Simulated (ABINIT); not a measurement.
A run of ABINIT 10.8.3 (patched build) is set up as follows.

The input run.abi:

```
# Datasets: ground state, then fixed potential
ndtset 2

# Pseudopotentials
pp_dirpath "./"
pseudos "Au.GGA_PBE-JTH.xml"

# Structure
acell 2.74841 2.74841 2.74841 Angstrom
rprim
     1.0000000000     0.0000000000     0.0000000000
     0.0000000000     1.0000000000     0.0000000000
     0.0000000000     0.0000000000     1.0000000000
ntypat 1
znucl 79
natom 1
typat 1
xred
     0.5000000000     0.5000000000     0.5000000000

# Plane-wave basis
ecut 24.0
pawecutdg 46.0
pawxcdev 0

# Exchange and correlation
ixc -116133

# Bands and occupations
occopt 3
tsmear 0.05 eV

# SCF cycle
nstep 100

# Output
iomode 3
prtwf 0
prteig 0
prtebands 0
prtden1 1

# Dataset 1
kptopt1 1
ngkpt1 10 10 10
nshiftk1 1
shiftk1 0.0 0.0 0.0
nband1 10
tolvrs1 1.0e-9

# Dataset 2: bands along G-X-M-G-R-X
iscf2 -2
getden2 1
nband2 16
nbdbuf2 4
tolwfr2 1.0e-11
kptopt2 -5
ndivsm2 6
prteig2 1
kptbounds2
     0.0000000000     0.0000000000     0.0000000000
     0.0000000000     0.5000000000     0.0000000000
     0.5000000000     0.5000000000     0.0000000000
     0.0000000000     0.0000000000     0.0000000000
     0.5000000000     0.5000000000     0.5000000000
     0.0000000000     0.5000000000     0.0000000000
```

Potentials or basis: JTH PAW PBE v2.0.

Run with:

```console
$ abinit run.abi > log 2>&1
```

What does it give for the band gap on the k mesh?

None (metal or under the smearing width).

What does it give for the pressure?

-5.8 GPa.

Levels at the corners of the path, in eV from the Fermi level:
| point | band 2 | band 3 | band 4 | band 5 | band 6 | band 7 | band 8 | band 9 | band 10 | band 11 |
| --- | --- | --- | --- | --- | --- | --- | --- | --- | --- | --- |
| Γ | -5.57 | -5.57 | -1.37 | -1.37 | -1.37 | 14.00 | 14.00 | 14.00 | 18.58 | 20.97 |
| X | -5.17 | -2.80 | -2.80 | -1.24 | -0.47 | 2.06 | 16.86 | 18.90 | 19.24 | 19.24 |
| M | -4.84 | -2.55 | -2.55 | -0.25 | 3.83 | 3.83 | 6.37 | 11.38 | 21.31 | 21.31 |
| Γ | -5.57 | -5.57 | -1.37 | -1.37 | -1.37 | 14.00 | 14.00 | 14.00 | 18.58 | 20.97 |
| R | -4.83 | -4.83 | -0.16 | -0.16 | 8.44 | 8.44 | 8.44 | 10.29 | 12.11 | 16.36 |
| X | -5.17 | -2.80 | -2.80 | -1.24 | -0.47 | 2.06 | 16.86 | 18.90 | 19.24 | 19.24 |

Caveat: the PAW data sets were made with another functional, which shifts forces and pressure a little; spin-orbit coupling is left out, which moves the levels of the heavy elements.
